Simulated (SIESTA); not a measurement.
Crystal: Zn.

```
Zn
1.0
     2.26817   -1.30849    0.00000
     2.26817    1.30849    0.00000
    -1.59172    0.00000    7.30041
Zn
3
Direct
  0.77802 0.77802 0.33450
  0.22198 0.22198 0.66550
  0.00000 0.00000 0.00000
```

This isn't the form of Zn at room conditions, which is hcp.

Base run:

| Item | Value |
| --- | --- |
| Program | SIESTA 5.4.2 |
| Functional | LDA |
| Potentials or basis | PseudoDojo 0.4 standard (LDA files) |
| Basis | DZP (energy shift 0.003 Ry; two zetas on semicore shells) |
| Grid cutoff | 800 Ry |
| Energy shift | 0.003 Ry |
| k mesh | 12 × 12 × 4 |
| Occupations | fermi-dirac, width 0.05 eV |
| Spin | no spin polarisation |

Its results: band gap on the k mesh none (metal or under the smearing width); pressure -8.1 GPa; largest force 0.025 eV/Å.

The run is repeated on the same cell with these changes: functional from LDA to PBEsol; potentials or basis from PseudoDojo 0.4 standard (LDA files) to PseudoDojo 0.4 standard (PBEsol files). What comes out?

Band gap on the k mesh none (metal or under the smearing width); pressure -3.7 GPa; largest force 0.032 eV/Å.

Caveats: short orbitals over semicore shells can move pressures by several GPa; the valence orbitals were made in a potential fitted to the semicore shell under them, which widens gaps by tenths of an eV or more; the basis of atomic orbitals isn't converged, which shifts pressures, moduli and gaps.

Not every run made on this cell is shown here.
